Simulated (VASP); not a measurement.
InP: single point with LDA

**Measured values to compare with.**

From a printed reference work, data compilation, for a bulk crystal of InP at 1.6 K: band gap 1.4236 eV (direct).

InP:

```
CELL_PARAMETERS angstrom
0.00000 2.91338 2.91338
2.91338 0.00000 2.91338
2.91338 2.91338 0.00000
ATOMIC_POSITIONS crystal
In 0.00000 0.00000 0.00000
P 0.25000 0.25000 0.25000
```

| Property | Result |
| --- | --- |
| Program | VASP 6.6.1 |
| Task | single point |
| Functional | LDA |
| Potentials or basis | VASP PAW LDA potentials, release 64 (In_d, P) |
| Cutoff | 520 eV |
| k mesh | 8 × 8 × 8 |
| Occupations | fermi-dirac, width 0.02 eV |
| Spin | no spin polarisation |
| Dipole correction | no |
| Further INCAR settings | ALGO = Normal; EDIFF = 1e-06; NBANDS = 16 |

| Property | Result |
| --- | --- |
| Pressure | 0.0 GPa |
| Band gap on the k mesh | 0.61 eV, direct |

Levels at points of the mesh, in eV from the valence-band top:
```csv
k point,band 7,band 8,band 9,band 10,band 11,band 12
"(0.00, 0.00, 0.00)",0.00,0.00,0.00,0.61,3.96,3.96
"(0.50, 0.00, 0.00)",-5.92,-1.02,-1.02,1.37,4.70,4.70
"(0.50, 0.50, 0.00)",-5.94,-2.42,-2.42,1.57,2.12,9.10
```

Run time: 13 s on 1 thread of Intel(R) Xeon(R) 6975P-C (Granite Rapids), with other jobs on the host, peak memory 0.15 GiB.

Measured gap of InP: 1.4236 eV (direct; 1.6 K; a printed reference work, data compilation). This calculation gives 0.61 eV (-0.82 eV). Spin-orbit coupling on In is left out. The value is that of LDA, without temperature or zero-point motion. Semilocal functionals fall short of measured gaps as a rule.

Caveat: spin-orbit coupling is left out, which moves the levels of the heavy elements.
